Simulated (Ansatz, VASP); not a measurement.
## Two plane-wave programs on Al2Cu

INCAR

```
ALGO = Normal
EDIFF = 1E-7
ENCUT = 520
GGA = PS
ISIF = 2
ISMEAR = 0
LASPH = T
LCHARG = F
LREAL = F
LWAVE = F
NBANDS = 16
NELM = 80
PREC = Accurate
SIGMA = 0.15
```

KPOINTS

```
k-points
0
Gamma
  10 10 14
```

POSCAR

```
Al2Cu
1.0
    4.2271551709      0.0000000000      0.0000000000
    0.0000000000      4.2271551709      0.0000000000
    0.0000000000      0.0000000000      2.6466817742
Al Cu
2 1
Direct
    0.5000000000      0.0000000000      0.5000000000
    0.0000000000      0.5000000000      0.5000000000
    0.0000000000      0.0000000000      0.0000000000
```

Input for Ansatz:

```yaml
crystal:
  lattice:
    - [4.2271551709, 0.0, 0.0]
    - [0.0, 4.2271551709, 0.0]
    - [0.0, 0.0, 2.6466817742]
  atoms:
    - { symbol: Al, position: [0.5, 0.0, 0.5] }
    - { symbol: Al, position: [0.0, 0.5, 0.5] }
    - { symbol: Cu, position: [0.0, 0.0, 0.0] }
basis:
  ecutwfc: 520.0
kpoints:
  mp_grid: { grid: [10, 10, 14] }
hamiltonian:
  xc: pbesol
  pseudopotentials: { kind: paw, azcp: { folder: soft_1 } }
scf:
  occupations: { method: gaussian, width: 0.15 }
output:
  forces: true
  stress: true
  eigenvalues: true
```

Change from the starting cell: mode 4 frozen in at +0.000 Å, strain +e along z and -e/2 along x and y -0.0700.

Alike in both runs: task single point; functional PBEsol; k mesh 10 × 10 × 14; occupations gaussian, width 0.15 eV; no spin polarisation.

|  | VASP | Ansatz |
| --- | --- | --- |
| version | VASP 6.6.1 | Ansatz 0.2.0 |
| potentials or method | VASP PAW PBE potentials, release 64 (Al, Cu) | scalar-relativistic, plane waves, PAW |
| plane-wave cutoff (eV) | 520 | 520 |
| valence electrons in the cell | 17 | 25 |

Ansatz gave:

| Property | Result |
| --- | --- |
| gap on the k mesh at the Fermi level (eV) | none |
| pressure (GPa) | 2.0 |
| largest component of the traceless stress (GPa) | 6.99 |

Which values does VASP return?

gap on the k mesh at the Fermi level (eV): none; pressure (GPa): 2.3; largest component of the traceless stress (GPa): 6.99.

A gap of «none» marks a metal or a gap that the smearing closes. The two sets of potentials don't hold the same shells in valence. Ansatz warned: «pseudo_functional_mismatch».

Caveats: the PAW data sets were made with another functional, which shifts forces and pressure a little (VASP).
